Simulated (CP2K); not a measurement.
# ZnSe (Stilleite) under changes of volume

One of the cells (22.757 Å³/atom); the others are scaled copies at fixed shape and fractional positions:

```
Se Zn
1.0
     4.00760    0.00000    0.00000
     2.00380    3.47068    0.00000
     2.00380    1.15689    3.27219
Se Zn
1 1
Direct
  0.75000 0.75000 0.75000
  0.00000 0.00000 0.00000
```

```yaml
Program: CP2K 2026.2
Functional: LDA
Potentials_or_basis: GTH_POTENTIALS Se GTH-PADE-q6, Zn GTH-PADE-q12; TZVP-MOLOPT-PBE-GTH basis
Density_cutoff: 6123 eV
k_mesh: 8 × 8 × 8
Occupations: fermi-dirac, width 0.05 eV
Spin: no spin polarisation
```

```csv
volume (Å³/atom),energy over the lowest point (meV/atom),pressure (GPa),gap on the mesh (eV)
21.391,0.72,1.1,1.25
21.846,0.00,-0.5,1.16
22.301,3.49,-1.9,1.08
22.757,10.72,-3.2,0.99
23.212,?,?,?
23.667,34.80,-5.2,0.84
24.122,50.96,-6.1,0.77
```

**Question.** What does the run at 23.212 Å³/atom give?

**Answer.** Energy over the lowest point 21.28 meV/atom; pressure -4.3 GPa; gap on the mesh 0.92 eV.

Worked out: A Birch-Murnaghan fit of order 3 (a polynomial in V^(-2/3)) to the other rows has its minimum at 21.69 Å³/atom with B0 = V·E''(V) = 73 GPa and B' = 4.5. It gives 21.28 meV/atom at 23.212 Å³/atom, against the run's 21.28, and -dE/dV = -4.3 GPa, against -4.3. A straight line through the other rows of the gap, of slope -4 eV per unit of ln V (its deformation potential), gives 0.92 eV, against the run's 0.92.

Energies are extrapolated to zero smearing.

Caveats: the basis of atomic orbitals isn't converged, which shifts pressures, moduli and gaps.

Spin-orbit coupling on Se is left out.
